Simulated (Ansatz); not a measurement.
**Be (P6_3/mmc), one atom moved over a plane**

All numbers below come from DFT PBE, scalar-relativistic, plane waves, PAW (Ansatz 0.2.0). Settings: plane waves to 420 eV, k-mesh 24×24×14 (Γ-centred), Gaussian smearing 0.15 eV. No spin polarisation. Energies are free energies at this smearing, counted from the undisturbed cell; pressure is positive in compression.

Zero of the scan (as given, not relaxed at this level; it stands at -4.7 GPa):

```xyz
2
Lattice="2.2995 0.0000 0.0000 -1.1498 1.9914 0.0000 0.0000 0.0000 3.6009" Properties=species:S:1:pos:R:3 pbc="T T T"
Be    0.0000    1.3276    0.9002
Be    1.1498    0.6638    2.7007
```

Atom 1 (Be) is moved by p along (0.000, 1.000, 0.000) and q along (0.000, 0.000, 1.000) (Å), all else fixed. Points are written (p, q).

Energy above the undisturbed cell in eV/cell (a dash: not computed):

```csv
p \ q,-0.600,-0.300,0.000,0.300,0.600
-0.600,2.12,0.68,0.26,0.68,2.12
-0.300,1.79,?,?,?,1.79
0.000,1.53,0.34,0.00,0.34,1.53
0.300,2.00,0.58,0.18,0.58,2.00
0.600,3.58,?,0.73,?,3.58
```

(1) Fill in the withheld energies.

## Answers

(1) (-0.300, -0.300): 0.48; (-0.300, 0.000): 0.11; (-0.300, 0.300): 0.48; (0.600, -0.300): 1.34; (0.600, 0.300): 1.34.

Cost: 15 runs of about 3.1 core-minutes in all, on Arm Neoverse V1 (shared hosts).